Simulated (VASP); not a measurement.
# SnTe (Fm-3m) in VASP: notebook, part 2 of 2

VASP 6.6.1. The steps go on from the part before.

## (5) Single point, PBEsol

This run uses another cell than the first one, of 32.12 Å³/atom, 1.116 times its volume.

Input file INCAR:

```
ALGO = Normal ; EDIFF = 1E-6
ENCUT = 500 ; GGA = PS
GGA_COMPAT = False ; ISIF = 2
ISMEAR = 0 ; LASPH = True
LCHARG = False ; LREAL = False
LWAVE = False ; NBANDS = 17
NELM = 120 ; PREC = Accurate
SIGMA = 0.01
```

Input file KPOINTS:

```
k-points
0
Gamma
  6 6 6
```

Input file POSCAR:

```
SnTe
1.0
    0.0000000000      3.1786122234      3.1786122234
    3.1786122234      0.0000000000      3.1786122234
    3.1786122234      3.1786122234      0.0000000000
Sn Te
1 1
Direct
    0.0000000000      0.0000000000      0.0000000000
    0.5000000000      0.5000000000      0.5000000000
```

Potentials or basis: VASP PAW PBE potentials, release 64 (Sn_d, Te).

Run with:

```
cat potpaw_PBE.64/Sn_d/POTCAR potpaw_PBE.64/Te/POTCAR > POTCAR
mpirun -np 1 vasp_std > vasp.out
```

OUTCAR:

```text
EDIFF = 1E-6
   ENCUT = 500
   GGA = PS
   ISIF = 2
   ISMEAR = 0
   LASPH = True
   LREAL = False
   NELM = 120
   PREC = Accurate

 ion  position               nearest neighbor table
   1  0.000  0.000  0.000-   2 3.18   2 3.18   2 3.18   2 3.18   2 3.18   2 3.18
   2  0.500  0.500  0.500-   1 3.18   1 3.18   1 3.18   1 3.18   1 3.18   1 3.18

  LATTYP: Found a face centered cubic cell.
 ALAT       =     6.3572244468

  Lattice vectors:

 A1 = (   0.0000000000,   3.1786122234,   3.1786122234)
 A2 = (   3.1786122234,   0.0000000000,   3.1786122234)
 A3 = (   3.1786122234,   3.1786122234,   0.0000000000)

Analysis of symmetry for initial positions (statically):
=====================================================================
 Subroutine PRICEL returns:
 Original cell was already a primitive cell.

 Routine SETGRP: Setting up the symmetry group for a
 face centered cubic supercell.

 Subroutine GETGRP returns: Found 48 space group operations
 (whereof 48 operations were pure point group operations)
 out of a pool of 48 trial point group operations.

The static configuration has the point symmetry O_h .

Analysis of symmetry for dynamics (positions and initial velocities):
=====================================================================
 Subroutine PRICEL returns:
 Original cell was already a primitive cell.

 Routine SETGRP: Setting up the symmetry group for a
 face centered cubic supercell.

 Subroutine GETGRP returns: Found 48 space group operations
 (whereof 48 operations were pure point group operations)
 out of a pool of 48 trial point group operations.

The dynamic configuration has the point symmetry O_h .

 Subroutine INISYM returns: Found 48 space group operations
 (whereof 48 operations are pure point group operations),
 and found     1 'primitive' translations

----------------------------------------------------------------------------------------

                                     Primitive cell

  volume of cell :      64.2307

  direct lattice vectors                    reciprocal lattice vectors
     0.000000000  3.178612223  3.178612223    -0.157301352  0.157301352  0.157301352
     3.178612223  0.000000000  3.178612223     0.157301352 -0.157301352  0.157301352
     3.178612223  3.178612223  0.000000000     0.157301352  0.157301352 -0.157301352

  length of vectors
     4.495236516  4.495236516  4.495236516     0.272453934  0.272453934  0.272453934

  position of ions in fractional coordinates (direct lattice)
     0.000000000  0.000000000  0.000000000
     0.500000000  0.500000000  0.500000000

  ion indices of the primitive-cell ions
   primitive index   ion index
                 1           1
                 2           2

----------------------------------------------------------------------------------------

 KPOINTS: k-points

Automatic generation of k-mesh.
 Grid dimensions read from file:
 generate k-points for:    6    6    6

 Generating k-lattice:

  Cartesian coordinates                     Fractional coordinates (reciprocal lattice)
    -0.026216892  0.026216892  0.026216892     0.166666667  0.000000000  0.000000000
     0.026216892 -0.026216892  0.026216892     0.000000000  0.166666667  0.000000000
     0.026216892  0.026216892 -0.026216892     0.000000000  0.000000000  0.166666667

  Length of vectors
     0.045408989  0.045408989  0.045408989

  Shift w.r.t. Gamma in fractional coordinates (k-lattice)
     0.000000000  0.000000000  0.000000000

 Subroutine IBZKPT returns following result:
 ===========================================

 Found     16 irreducible k-points:

 Following reciprocal coordinates:
            Coordinates               Weight
  0.000000  0.000000  0.000000      1.000000
  0.166667  0.000000  0.000000      8.000000
  0.333333  0.000000  0.000000      8.000000
  0.500000  0.000000  0.000000      4.000000
  0.166667  0.166667  0.000000      6.000000
  0.333333  0.166667  0.000000     24.000000
[... 8 lines left out ...]
 -0.333333  0.333333  0.166667     24.000000
 -0.333333  0.500000  0.166667     12.000000
   k-points           NKPTS =     16   k-points in BZ     NKDIM =     16   number of bands    NBANDS=     17
   number of dos      NEDOS =    301   number of ions     NIONS =      2
   total plane-waves  NPLWV =  46656
   dimension x,y,z NGX =    36 NGY =   36 NGZ =   36
   dimension x,y,z NGXF=    72 NGYF=   72 NGZF=   72
   ions per type =               1   1
   NGX,Y,Z   is equivalent  to a cutoff of  13.31, 13.31, 13.31 a.u.
   NGXF,Y,Z  is equivalent  to a cutoff of  26.63, 26.63, 26.63 a.u.
 SYSTEM =  unknown system
   PREC   = accura    normal or accurate (medium, high low for compatibility)
   ISTART =      0    job   : 0-new  1-cont  2-samecut
   ICHARG =      2    charge: 1-file 2-atom 10-const
   ISPIN  =      1    spin polarized calculation?
   LNONCOLLINEAR =      F non collinear calculations
   LSORBIT =      F    spin-orbit coupling
   LASPH  =      T    aspherical Exc in radial PAW
   ENCUT  =  500.0 eV  36.75 Ry    6.06 a.u.   8.20  8.20  8.20*2*pi/ulx,y,z
   NELM   =    120;   NELMIN=  2; NELMDL= -5     # of ELM steps
   EDIFF  = 0.1E-05   stopping-criterion for ELM
   LREAL  =      F    real-space projection
[... 7 lines left out ...]
   TEBEG  =    0.0;   TEEND  =   0.0 temperature during run
   PSTRESS=    0.0 pullay stress
   NELECT =      20.0000    total number of electrons
   NUPDOWN=      -1.0000    fix difference up-down
   EMIN   =  10.00;   EMAX   =-10.00  energy-range for DOS
   EFERMI =   0.00;   METHOD = LEGACY
   ISMEAR =     0;   SIGMA  =   0.01  broadening in eV -4-tet -1-fermi 0-gaus
   EFERMI_NEDOS =   21; number of points for ismear=-14 and -15
   IALGO  =     38    algorithm
   IMIX   =      4    mixing-type and parameters
     AMIX     =   0.40;   BMIX     =  1.00
     AMIX_MAG =   1.60;   BMIX_MAG =  1.00
  volume/ion in A,a.u.               =      32.12       216.73
  Fermi-wavevector in a.u.,A,eV,Ry     =   1.109611  2.096860 16.751980  1.231236
  Thomas-Fermi vector in A             =   2.246152
   LORBIT       =      0    0 simple, 1 ext, 2 COOP (PROOUT), +10 PAW based schemes
   GGA     = PS    functional components
   LHFCALC =     F    Hartree Fock is set to
   AEXX    =    0.0000 exact exchange contribution
   IVDW    =     0    specifies the selected vdW correction
   LEPSILON=     F    determine dielectric tensor
   LRPA    =     F    only Hartree local field effects (RPA)
 non-spin polarized calculation
 Gauss-broadening in eV      SIGMA  =   0.01
  energy-cutoff  :      500.00
  volume of cell :       64.23
 maximum number of plane-waves:      1660
 NGX is ok and might be reduce to    36
   NGX = 17   NGY = 17   NGZ = 17

 number of electron      20.0000001 magnetization

 Free energy of the ion-electron system (eV)
  ---------------------------------------------------
  ext. energy  EPLUGINS =         0.00000000
  ---------------------------------------------------
  free energy    TOTEN  =        -8.33075456 eV

  energy without entropy =       -8.33075456  energy(sigma->0) =       -8.33075456

 E-fermi :   6.4718     XC(G=0):  -9.5412

 val. band max:        6.4391434596   @ k =   0.5000   0.0000   0.0000
 cond. band min:       6.5044131069   @ k =   0.5000   0.0000   0.0000
 fundamental gap:      0.0652696474
 Fermi energy:         6.4717774807

 k-point     1 :       0.0000    0.0000    0.0000
  band No.  band energies     occupation
      1     -15.3098      2.00000
      2     -15.3098      2.00000
      3     -15.3039      2.00000
      4     -15.3039      2.00000
      5     -15.3039      2.00000
      6      -6.1546      2.00000
[... 9 lines left out ...]
     16      11.2374      0.00000
     17      13.2286      0.00000

 k-point     2 :       0.1667    0.0000    0.0000
  band No.  band energies     occupation
      1     -15.3107      2.00000
      2     -15.3107      2.00000
      3     -15.3036      2.00000
      4     -15.3025      2.00000
      5     -15.3025      2.00000
      6      -5.9321      2.00000
[... 9 lines left out ...]
     16      11.7859      0.00000
     17      14.8274      0.00000
[... 261 lines left out ...]
 k-point    16 :      -0.3333    0.5000    0.1667
  band No.  band energies     occupation
      1     -15.3218      2.00000
      2     -15.3084      2.00000
      3     -15.3042      2.00000
      4     -15.2975      2.00000
      5     -15.2941      2.00000
      6      -4.5942      2.00000
[... 9 lines left out ...]
     16      16.4457      0.00000
     17      17.6208      0.00000

------------------------ aborting loop because EDIFF is reached ----------------------------------------

  FORCE on cell =-STRESS in cart. coord.  units (eV):
  Direction    XX          YY          ZZ          XY          YZ          ZX
  --------------------------------------------------------------------------------------
  -------------------------------------------------------------------------------------
  Total       -0.6250687     -0.6250687     -0.6250687     -0.0000000     -0.0000000      0.0000000
  in kB      -15.5917798    -15.5917798    -15.5917798     -0.0000000     -0.0000000      0.0000000
  external PRESSURE =     -15.5917798 kB  Pullay stress =       0.0000000 kB

 VOLUME and BASIS-vectors are now :
 -----------------------------------------------------------------------------
  energy-cutoff  :      500.00
  volume of cell :       64.23
      direct lattice vectors                 reciprocal lattice vectors
     0.000000000  3.178612223  3.178612223    -0.157301352  0.157301352  0.157301352
     3.178612223  0.000000000  3.178612223     0.157301352 -0.157301352  0.157301352
     3.178612223  3.178612223  0.000000000     0.157301352  0.157301352 -0.157301352

 POSITION                                       TOTAL-FORCE (eV/Angst)
 -----------------------------------------------------------------------------------
      0.00000      0.00000      0.00000        -0.000000      0.000000     -0.000000
      3.17861      3.17861      3.17861         0.000000     -0.000000      0.000000
 -----------------------------------------------------------------------------------
    total drift:                               -0.000000      0.000000      0.000000

  FREE ENERGIE OF THE ION-ELECTRON SYSTEM (eV)
  ---------------------------------------------------
  free  energy   TOTEN  =        -8.3307545622 eV

  energy  without entropy=       -8.3307545573  energy(sigma->0) =       -8.33075456
```

It took 16 s on 1 thread of Intel Xeon Platinum 8259CL at 2.50GHz (Skylake/Cascade Lake), shared host; peak memory 0.2 GiB.

Results:

- Free energy: -8.3308 eV
- Pressure: -1.6 GPa
- Band gap on the k mesh: 0.07 eV, direct

Levels at points of the mesh, in eV from the valence-band top:
```
           k point  band 8  band 9  band 10  band 11  band 12  band 13
(0.00, 0.00, 0.00)   -2.03   -2.03    -2.03     3.31     3.31     3.31
(0.50, 0.00, 0.00)   -1.70   -1.70     0.00     0.07     0.42     0.42
(0.50, 0.50, 0.00)   -5.38   -3.58    -3.58     2.24     4.82     4.82
```

Caveat: the PAW data sets were made with another functional, which shifts forces and pressure a little; spin-orbit coupling is left out, which moves the levels of the heavy elements.

## (6) The runs side by side

```tsv
cell	gap on the mesh (eV)	pressure (GPa)
a = 4.334 Å, angles 60.0°, 2 atoms	0.31	4.4
a = 4.375 Å, angles 60.0°, 2 atoms	0.31	2.6
a = 4.416 Å, angles 60.0°, 2 atoms	0.22	1.0
a = 4.495 Å, angles 60.0°, 2 atoms	0.07	-1.6
```

Alike in all rows: task single point; level PBEsol; potentials or basis VASP PAW PBE potentials, release 64 (Sn_d, Te); no spin polarisation; k mesh 6 × 6 × 6; cutoff (eV) 500; smearing gaussian 0.01 eV.

Caveats: the PAW data sets were made with another functional, which shifts forces and pressure a little; spin-orbit coupling is left out, which moves the levels of the heavy elements.

Absolute energies hang on the potentials; compare differences alone.

## (7) How close it comes

Step 3. Measured gap of SnTe: 0.18 eV (direct; 300 K; a printed reference work, textbook). This calculation gives 0.31 eV (+0.13 eV). Spin-orbit coupling on Sn, Te is left out. The value is that of PBEsol on a finite k mesh, which can miss the band edges, without temperature or zero-point motion.

Step 4. A measured gap of SnTe is 0.18 eV (direct; 300 K; a printed reference work, textbook); the calculated 0.22 eV misses it by +0.04 eV. Spin-orbit coupling on Sn, Te is left out. The value is that of PBEsol on a finite k mesh, which can miss the band edges, without temperature or zero-point motion.

Step 5. Against the measured gap of SnTe, 0.18 eV (direct; 300 K; a printed reference work, textbook), the calculated 0.07 eV is off by -0.11 eV. Spin-orbit coupling on Sn, Te is left out. The value is that of PBEsol on a finite k mesh, which can miss the band edges, without temperature or zero-point motion. Semilocal functionals fall short of measured gaps as a rule.
